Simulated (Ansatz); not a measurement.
The system is MgB2.

```xyz
3
Lattice="3.0850 0.0000 0.0000 -1.5425 2.6717 0.0000 0.0000 0.0000 3.5230" Properties=species:S:1:pos:R:3 pbc="T T T"
Mg    0.0000    0.0000    0.0000
B     1.5425    0.8906    1.7615
B     0.0000    1.7811    1.7615
```

Base run:

```yaml
Program: Ansatz 0.2.0
Functional: PBEsol
Potentials_or_basis: Ansatz PAW
Cutoff: "420 eV (not typed: the program's choice for these potentials)"
k_mesh: 10 × 10 × 8
Occupations: fermi-dirac, width 0.05 eV
Spin: no spin polarisation
```

Its results: band gap on the k mesh none (metal or under the smearing width); pressure -3.0 GPa.

**Question.** The run is repeated on the same cell with these changes: functional from PBEsol to RPBE. What comes out?

**Answer.** Band gap on the k mesh none (metal or under the smearing width); pressure 2.5 GPa.

RPBE binds less tightly than PBEsol, so the same cell stands under more pressure.

Caveats: the PAW data sets come from PBE, with cores solved anew for the run's functional, which leaves a small shift of forces and pressure.
